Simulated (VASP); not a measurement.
# Ge (Fd-3m) in VASP: a series of runs

Aim: see how the results for Ge move with the level of theory and the settings. Levels: PBE, PBEsol. Tasks: elastic constants, phonons.

Program: VASP 6.6.1. These are calculated values, not measurements. Logs are shortened: lines on timing, memory, paths and dates and some standing lists are left out, and cuts for length are marked.

### 1 The structure

The structure is cubic, space group Fd-3m (No. 227). The conventional cell has a = 5.658 Å, b = 5.658 Å, c = 5.658 Å, α = 90.00°, β = 90.00°, γ = 90.00°. Around Ge (site symmetry -43m) lie 4 Ge at 2.45 Å.

### 2 Elastic constants, PBE

Input file POSCAR:

```
Ge
1.0
    0.0000000000      2.8289100000      2.8289100000
    2.8289100000      0.0000000000      2.8289100000
    2.8289100000      2.8289100000      0.0000000000
Ge
2
Direct
    0.7500000000      0.7500000000      0.7500000000
    0.5000000000      0.5000000000      0.5000000000
```

Input file INCAR.step1:

```
PREC = Accurate
ENCUT = 600
EDIFF = 1E-8
ISMEAR = -1
SIGMA = 0.05
LREAL = False
LASPH = True
NELM = 100
ALGO = Normal
ISIF = 3
LWAVE = False
LCHARG = False
GGA = PE
IBRION = 2
NSW = 40
EDIFFG = -0.002
```

Input file INCAR.step2:

```
PREC = Accurate
ENCUT = 600
EDIFF = 1E-8
ISMEAR = -1
SIGMA = 0.05
LREAL = False
LASPH = True
NELM = 100
ALGO = Normal
ISIF = 3
LWAVE = False
LCHARG = False
GGA = PE
IBRION = 6
NFREE = 2
POTIM = 0.015
NSW = 1
```

Input file KPOINTS:

```
Automatic mesh
0
Gamma
  6 6 6
```

Potentials or basis: VASP PAW PBE potentials, release 64 (Ge_d).

Launch:

```bash
cat potpaw_PBE.64/Ge_d/POTCAR > POTCAR
cp INCAR.step1 INCAR
mpirun -np 1 vasp_std > vasp.out
cp CONTCAR POSCAR
cp INCAR.step2 INCAR
mpirun -np 1 vasp_std > vasp.out
```

OUTCAR:

```text
PREC = Accurate
   ENCUT = 600
   EDIFF = 1E-8
   ISMEAR = -1
   LREAL = False
   LASPH = True
   NELM = 100
   ISIF = 3
   GGA = PE
   IBRION = 6
   NFREE = 2
   POTIM = 0.015
   NSW = 1

 ion  position               nearest neighbor table
   1  0.750  0.750  0.750-   2 2.50   2 2.50   2 2.50   2 2.50
   2  0.500  0.500  0.500-   1 2.50   1 2.50   1 2.50   1 2.50

  LATTYP: Found a face centered cubic cell.
 ALAT       =     5.7654370779

  Lattice vectors:

 A1 = (   0.0000000000,   2.8827185390,   2.8827185390)
 A2 = (   2.8827185390,   0.0000000000,   2.8827185390)
 A3 = (   2.8827185390,   2.8827185390,   0.0000000000)

Analysis of symmetry for initial positions (statically):
=====================================================================
 Subroutine PRICEL returns:
 Original cell was already a primitive cell.

 Routine SETGRP: Setting up the symmetry group for a
 face centered cubic supercell.

 Subroutine GETGRP returns: Found 48 space group operations
 (whereof 24 operations were pure point group operations)
 out of a pool of 48 trial point group operations.

The static configuration has the point symmetry T_d .
 The point group associated with its full space group is O_h .

Analysis of symmetry for dynamics (positions and initial velocities):
=====================================================================
 Subroutine PRICEL returns:
 Original cell was already a primitive cell.

 Routine SETGRP: Setting up the symmetry group for a
 face centered cubic supercell.

 Subroutine GETGRP returns: Found 48 space group operations
 (whereof 24 operations were pure point group operations)
 out of a pool of 48 trial point group operations.

The dynamic configuration has the point symmetry T_d .
 The point group associated with its full space group is O_h .

 Subroutine INISYM returns: Found 48 space group operations
 (whereof 24 operations are pure point group operations),
 and found     1 'primitive' translations

----------------------------------------------------------------------------------------

                                     Primitive cell

  volume of cell :      47.9112

  direct lattice vectors                    reciprocal lattice vectors
     0.000000000  2.882718539  2.882718539    -0.173447388  0.173447388  0.173447388
     2.882718539  0.000000000  2.882718539     0.173447388 -0.173447388  0.173447388
     2.882718539  2.882718539  0.000000000     0.173447388  0.173447388 -0.173447388

  length of vectors
     4.076779654  4.076779654  4.076779654     0.300419688  0.300419688  0.300419688

  position of ions in fractional coordinates (direct lattice)
     0.750000000  0.750000000  0.750000000
     0.500000000  0.500000000  0.500000000

  ion indices of the primitive-cell ions
   primitive index   ion index
                 1           1
                 2           2

----------------------------------------------------------------------------------------

 KPOINTS: Automatic mesh

Automatic generation of k-mesh.
 Grid dimensions read from file:
 generate k-points for:    6    6    6

 Generating k-lattice:

  Cartesian coordinates                     Fractional coordinates (reciprocal lattice)
    -0.028907898  0.028907898  0.028907898     0.166666667  0.000000000  0.000000000
     0.028907898 -0.028907898  0.028907898     0.000000000  0.166666667  0.000000000
     0.028907898  0.028907898 -0.028907898     0.000000000  0.000000000  0.166666667

  Length of vectors
     0.050069948  0.050069948  0.050069948

  Shift w.r.t. Gamma in fractional coordinates (k-lattice)
     0.000000000  0.000000000  0.000000000

 Subroutine IBZKPT returns following result:
 ===========================================

 Found     16 irreducible k-points:

 Following reciprocal coordinates:
            Coordinates               Weight
  0.000000  0.000000  0.000000      1.000000
  0.166667  0.000000  0.000000      8.000000
  0.333333  0.000000  0.000000      8.000000
  0.500000  0.000000  0.000000      4.000000
[... 45 lines left out ...]
   ISMEAR =    -1;   SIGMA  =   0.05  broadening in eV -4-tet -1-fermi 0-gaus
   EFERMI_NEDOS =   21; number of points for ismear=-14 and -15
   IALGO  =     38    algorithm
   IMIX   =      4    mixing-type and parameters
     AMIX     =   0.40;   BMIX     =  1.00
     AMIX_MAG =   1.60;   BMIX_MAG =  1.00
  volume/ion in A,a.u.               =      23.96       161.66
  Fermi-wavevector in a.u.,A,eV,Ry     =   1.368722  2.586510 25.489156  1.873400
  Thomas-Fermi vector in A             =   2.494661
   LORBIT       =      0    0 simple, 1 ext, 2 COOP (PROOUT), +10 PAW based schemes
   GGA     = PE    functional components
   LHFCALC =     F    Hartree Fock is set to
   AEXX    =    0.0000 exact exchange contribution
   IVDW    =     0    specifies the selected vdW correction
   LEPSILON=     F    determine dielectric tensor
   LRPA    =     F    only Hartree local field effects (RPA)
 finite differences with symmetry
 non-spin polarized calculation
  energy-cutoff  :      600.00
  volume of cell :       47.91
 maximum number of plane-waves:      1639
 NGX is ok and might be reduce to    36
   NGX = 17   NGY = 17   NGZ = 17

--------------------------------------- Ionic step        1  -------------------------------------------

 number of electron      28.0000002 magnetization

 Free energy of the ion-electron system (eV)
  ---------------------------------------------------
  ext. energy  EPLUGINS =         0.00000000
  ---------------------------------------------------
  free energy    TOTEN  =        -8.99484729 eV

  energy without entropy =       -8.99282306  energy(sigma->0) =       -8.99383517

------------------------ aborting loop because EDIFF is reached ----------------------------------------

  FORCE on cell =-STRESS in cart. coord.  units (eV):
  Direction    XX          YY          ZZ          XY          YZ          ZX
  --------------------------------------------------------------------------------------
  -------------------------------------------------------------------------------------
  Total       -0.0014674     -0.0014674     -0.0014674     -0.0000000      0.0000000      0.0000000
  in kB       -0.0490699     -0.0490699     -0.0490699     -0.0000000      0.0000000      0.0000000
  external PRESSURE =      -0.0490699 kB  Pullay stress =       0.0000000 kB
[... 89 lines left out ...]
  FREE ENERGIE OF THE ION-ELECTRON SYSTEM (eV)
  ---------------------------------------------------
  free  energy   TOTEN  =        -8.9915175784 eV

  energy  without entropy=       -8.9897776721  energy(sigma->0) =       -8.99064763

[... ionic steps 4 to 12 ...]

--------------------------------------- Ionic step       13  -------------------------------------------

 number of electron      28.0000001 magnetization

------------------------ aborting loop because EDIFF is reached ----------------------------------------
[... 67 lines left out ...]
--------------------------------------- Ionic step       15  -------------------------------------------

 number of electron      28.0000002 magnetization

 Free energy of the ion-electron system (eV)
  ---------------------------------------------------
  ext. energy  EPLUGINS =         0.00000000
  ---------------------------------------------------
  free energy    TOTEN  =        -8.99386448 eV

  energy without entropy =       -8.99202563  energy(sigma->0) =       -8.99294506

 E-fermi :   4.4230     XC(G=0):  -9.6527

 val. band max:        4.3999706727   @ k =   0.0000   0.0000   0.0000
 cond. band min:       4.4602752713   @ k =   0.0000   0.5000   0.0000
 fundamental gap:      0.0603045987
 Fermi energy:         4.4230325012

 k-point     1 :       0.0000    0.0000    0.0000
  band No.  band energies     occupation
      1     -20.2758      2.00000
      2     -20.2734      2.00000
      3     -20.2710      2.00000
      4     -20.2416      2.00000
      5     -20.2415      2.00000
      6     -20.0617      2.00000
[... 481 lines left out ...]
      5     -20.1869      2.00000
      6     -20.1231      2.00000
[... 10 lines left out ...]
     17       9.3655      0.00000
     18      10.7496      0.00000

 [... further k-points ...]

------------------------ aborting loop because EDIFF is reached ----------------------------------------

  FORCE on cell =-STRESS in cart. coord.  units (eV):
  Direction    XX          YY          ZZ          XY          YZ          ZX
  --------------------------------------------------------------------------------------
  -------------------------------------------------------------------------------------
  Total       -0.0045089      0.0016474      0.0016474      0.0000000      0.1187017      0.0000000
  in kB       -0.1507798      0.0550887      0.0550887      0.0000000      3.9694543      0.0000000
  external PRESSURE =      -0.0135341 kB  Pullay stress =       0.0000000 kB
[... 17 lines left out ...]
  FREE ENERGIE OF THE ION-ELECTRON SYSTEM (eV)
  ---------------------------------------------------
  free  energy   TOTEN  =        -8.9938644797 eV

  energy  without entropy=       -8.9920256322  energy(sigma->0) =       -8.99294506

 INTERNAL STRAIN TENSORS FROM STRAINED CELLS
 ============================================

 INTERNAL STRAIN TENSOR FOR ION    1 for displacements in x,y,z  (eV/Angst):
          X           Y           Z          XY          YZ          ZX
  --------------------------------------------------------------------------------
  x    -0.00000    -0.00000    -0.00000    -0.00000    -7.90130     0.00000
  y    -0.00000    -0.00000    -0.00000     0.00000     0.00000    -7.90205
  z    -0.00000    -0.00000     0.00000    -7.90175     0.00000     0.00000

 INTERNAL STRAIN TENSORS FROM DISPLACED ATOMS
 ============================================

 INTERNAL STRAIN TENSOR FOR ION    1 for displacements in x,y,z  (eV/Angst):
          X           Y           Z          XY          YZ          ZX
  --------------------------------------------------------------------------------
  x     0.00000     0.00000     0.00000     0.00000    -7.91395     0.00000
  y     0.00000     0.00000     0.00000     0.00000     0.00000    -7.91395
  z     0.00000     0.00000     0.00000    -7.91395     0.00000     0.00000

 INTERNAL STRAIN TENSOR FOR ION    2 for displacements in x,y,z  (eV/Angst):
          X           Y           Z          XY          YZ          ZX
  --------------------------------------------------------------------------------
  x     0.00000    -0.00000    -0.00000     0.00000     7.91395     0.00000
  y    -0.00000     0.00000    -0.00000     0.00000     0.00000     7.91395
  z    -0.00000    -0.00000     0.00000     7.91395     0.00000     0.00000

 Eigenvectors and eigenvalues of the dynamical matrix
 ----------------------------------------------------

   1 f  =    7.706813 THz    48.423334 2PiTHz  257.071608 cm-1    31.872803 meV
             X         Y         Z           dx          dy          dz
      4.324078  4.324078  4.324078     0.000000   -0.707107    0.000000
      2.882719  2.882719  2.882719     0.000000    0.707107    0.000000
[... 21 lines left out ...]
   6 f  =    0.000000 THz     0.000000 2PiTHz    0.000000 cm-1     0.000000 meV
             X         Y         Z           dx          dy          dz
      4.324078  4.324078  4.324078     0.000000    0.000000    0.707107
      2.882719  2.882719  2.882719     0.000000    0.000000    0.707107

--------------------------------------------------------------------------------------------------------

 ELASTIC MODULI CONTR FROM IONIC RELAXATION (kBar)
 Direction    XX          YY          ZZ          XY          YZ          ZX
 --------------------------------------------------------------------------------
 XX          -0.0000     -0.0000     -0.0000      0.0000      0.0000      0.0000
 YY          -0.0000     -0.0000     -0.0000      0.0000      0.0000      0.0000
 ZZ          -0.0000     -0.0000     -0.0000      0.0000      0.0000      0.0000
 XY           0.0000      0.0000      0.0000   -237.3809      0.0000      0.0000
 YZ           0.0000      0.0000      0.0000      0.0000   -237.3809      0.0000
 ZX           0.0000      0.0000      0.0000      0.0000      0.0000   -237.3809
 --------------------------------------------------------------------------------

 TOTAL ELASTIC MODULI (kBar)
 Direction    XX          YY          ZZ          XY          YZ          ZX
 --------------------------------------------------------------------------------
 XX         994.9357    371.2212    371.2212      0.0000     -0.0000      0.0000
 YY         371.2212    994.9357    371.2212      0.0000      0.0000      0.0000
 ZZ         371.2212    371.2212    994.9357      0.0000      0.0000      0.0000
 XY           0.0000      0.0000      0.0000    400.7186      0.0000      0.0000
 YZ          -0.0000      0.0000      0.0000      0.0000    400.7186      0.0000
 ZX           0.0000      0.0000      0.0000      0.0000      0.0000    400.7186
 --------------------------------------------------------------------------------
```

Run time: 4.3 min. Hardware: 1 thread of Intel Xeon 6975P-C (Granite Rapids), shared host; peak memory 0.28 GiB.

Results:

| Property | Result |
| --- | --- |
| Relaxed volume | 23.96 Å³/atom |
| Relaxed cell | a = 4.077 Å, b = 4.077 Å, c = 4.077 Å, α = 60.00°, β = 60.00°, γ = 60.00° |
| Space group after relaxing (to 0.05 Å) | Fd-3m (No. 227) |
| Elastic constants C11, C12, C44 | 99, 37, 40 GPa |
| Voigt bulk modulus | 58 GPa |
| Highest phonon frequency at Γ | 257 cm⁻¹ |

Step by step:
| step | energy change (eV) | largest force (eV/Å) | pressure (GPa) | volume (Å³) |
| --- | --- | --- | --- | --- |
| 1 | 0.0000 | 0.0000 | 3.65 | 45.28 |
| 2 | -0.0263 | 0.0000 | -0.97 | 48.75 |
| 3 | -0.0289 | 0.0000 | 0.00 | 47.91 |

Final structure:
```
Ge
1.0
     0.00000    2.88272    2.88272
     2.88272    0.00000    2.88272
     2.88272    2.88272    0.00000
Ge
2
Cartesian
  4.3241 4.3241 4.3241
  2.8827 2.8827 2.8827
```

Phonon frequencies in cm⁻¹ (negative: imaginary):
| q point | frequencies |
| --- | --- |
| (0.000, 0.000, 0.000) | 0 0 0 257 257 257 |

Elastic tensor in Voigt notation (GPa, in the Cartesian axes of the cell as first typed):
```
99 37 37  0  0  0
37 99 37  0  0  0
37 37 99  0  0  0
 0  0  0 40  0  0
 0  0  0  0 40  0
 0  0  0  0  0 40
```

Clamped-ion elastic tensor (GPa):
```
99 37 37  0  0  0
37 99 37  0  0  0
37 37 99  0  0  0
 0  0  0 64  0  0
 0  0  0  0 64  0
 0  0  0  0  0 64
```

(Part 1 of 2 ends here.)
